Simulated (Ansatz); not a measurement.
A run of Ansatz 0.2.0:

File input.yaml:

```yaml
crystal:
  lattice:
    - [0.0, 1.78337, 1.78337]
    - [1.78337, 0.0, 1.78337]
    - [1.78337, 1.78337, 0.0]
  atoms:
    - { symbol: C, position: [0.75, 0.75, 0.75] }
    - { symbol: C, position: [0.5, 0.5, 0.5] }
kpoints:
  mp_grid: { grid: [13, 13, 13] }
scf:
  occupations: { method: gaussian, width: 0.028 }
hamiltonian:
  xc: pbe
  pseudopotentials: { kind: all_electron, lapw: { basis_error: 0.001 } }
output:
  forces: true
  stress: true
  eigenvalues: true
```

Potentials or basis: all-electron LAPW, scalar-relativistic.

The run is started by

```bash
$ ansatz run input.yaml --threads 1 --pin off --max-ram 3072MiB --backend cpu --events-out ev --progress --plain --runs-dir out
```

Hardware: 1 thread of Arm Neoverse V1, with other jobs on the host.

**Question.** How long does it take, and how much memory?

**Answer.** It took 5.1 s on 1 thread of Arm Neoverse V1 (shared host), peak memory 0.24 GiB. Counts: scf iterations 5, plane waves 259, k points 84, bands 10.
